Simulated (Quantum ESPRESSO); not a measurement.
**Li under changes of volume**

One of the cells (21.344 Å³/atom); the others are scaled copies at fixed shape and fractional positions:

```
Li
1.0
     3.11100    0.00000    0.00000
    -1.55550    2.69421    0.00000
     0.00000    0.00000    5.09300
Li
2
Direct
  0.66667 0.33333 0.75000
  0.33333 0.66667 0.25000
```

This isn't the form of Li at room conditions, which is bcc.

```yaml
Program: Quantum ESPRESSO 7.5
Functional: PBE
Potentials_or_basis: SSSP 1.3 efficiency PBE
Cutoff: 748 eV
Density_cutoff: 5987 eV
k_mesh: 10 × 10 × 5
Occupations: fermi-dirac, width 0.05 eV
Spin: no spin polarisation
```

```tsv
volume (Å³/atom)	energy over the lowest point (meV/atom)	pressure (GPa)
20.063	0.00	0.1
20.490	?	?
20.917	1.00	-0.4
21.344	2.54	-0.7
21.771	4.69	-0.9
22.198	7.40	-1.1
22.625	10.62	-1.3
```

Problem. What does the run at 20.490 Å³/atom give?

Solution. Energy over the lowest point 0.14 meV/atom; pressure -0.2 GPa.

Worked out: A Birch-Murnaghan fit of order 3 (a polynomial in V^(-2/3)) to the other rows has its minimum at 20.20 Å³/atom with B0 = V·E''(V) = 13.9 GPa and B' = 3.4 at fixed shape and positions, which overstates the stiffness. It gives 0.13 meV/atom at 20.490 Å³/atom, against the run's 0.14, and -dE/dV = -0.2 GPa, against -0.2.

Energies are extrapolated to zero smearing.
